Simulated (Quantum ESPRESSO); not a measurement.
Input of a Quantum ESPRESSO 7.5 run:

The input pw.in:

```
&CONTROL
  calculation = 'scf'
  prefix = 'pwscf'
  outdir = './tmp'
  pseudo_dir = './pseudo'
  tprnfor = .true.
  tstress = .true.
  disk_io = 'low'
/
&SYSTEM
  ibrav = 0
  nat = 2
  ntyp = 2
  ecutwfc = 55
  ecutrho = 440
  nbnd = 20
  occupations = 'smearing'
  smearing = 'fd'
  degauss = 0.00367493
/
&ELECTRONS
  conv_thr = 4d-10
  electron_maxstep = 120
  mixing_beta = 0.5
/
ATOMIC_SPECIES
Se    78.9710 Se_pbe_v1.uspp.F.UPF
Zn    65.3800 Zn_pbe_v1.uspp.F.UPF
CELL_PARAMETERS angstrom
   0.0000000000    2.8338000000    2.8338000000
   2.8338000000    0.0000000000    2.8338000000
   2.8338000000    2.8338000000    0.0000000000
ATOMIC_POSITIONS crystal
Se     0.7500000000    0.7500000000    0.7500000000
Zn     0.0000000000    0.0000000000    0.0000000000
K_POINTS automatic
8 8 8 0 0 0
```

pp_density.in

```
&INPUTPP
  prefix = 'pwscf'
  outdir = './tmp'
  filplot = 'density.dat'
  plot_num = 0
/
&PLOT
  nfile = 1
  filepp(1) = 'density.dat'
  iflag = 3
  output_format = 6
  fileout = 'density.cube'
/
```

File pp_potential.in:

```
&INPUTPP
  prefix = 'pwscf'
  outdir = './tmp'
  filplot = 'potential.dat'
  plot_num = 11
/
&PLOT
  nfile = 1
  filepp(1) = 'potential.dat'
  iflag = 3
  output_format = 6
  fileout = 'potential.cube'
/
```

Potentials or basis: SSSP 1.3 efficiency PBE.

Run with:

```sh
$ OMP_NUM_THREADS=1 pw.x -in pw.in > pw.out
$ OMP_NUM_THREADS=1 pp.x -in pp_density.in > pp_density.out
$ OMP_NUM_THREADS=1 pp.x -in pp_potential.in > pp_potential.out
```

Problem. Estimate the pressure.

Solution. 2.2 GPa.

Problem. Predict the band gap on the k mesh.

Solution. 1.28 eV, direct.

**Experimental background.**

From “Alloy Disordering Effects on the Thermal Conductivity and Energy Gap Temperature Dependence of Cd1−xZnxSe Ternary Crystals Grown by the Bridgman Method”, 2023, pmc:10253836, for a bulk crystal of ZnSe at 300 K: band gap 2.695 ± 0.003 eV (an exciton energy, a little under the gap).

Measured gap of ZnSe: 2.695 eV (an exciton energy, a little under the gap; 300 K; “Alloy Disordering Effects on the Thermal Conductivity and Energy Gap Temperature Dependence of Cd1−xZnxSe Ternary Crystals Grown by the Bridgman Method”, 2023, pmc:10253836). This calculation gives 1.28 eV (-1.41 eV). So large a miss can be the level of theory's own, or it may mean another phase, state or a wrong row. Spin-orbit coupling on Se is left out. The value is that of PBE, without temperature or zero-point motion. Semilocal functionals fall short of measured gaps as a rule.
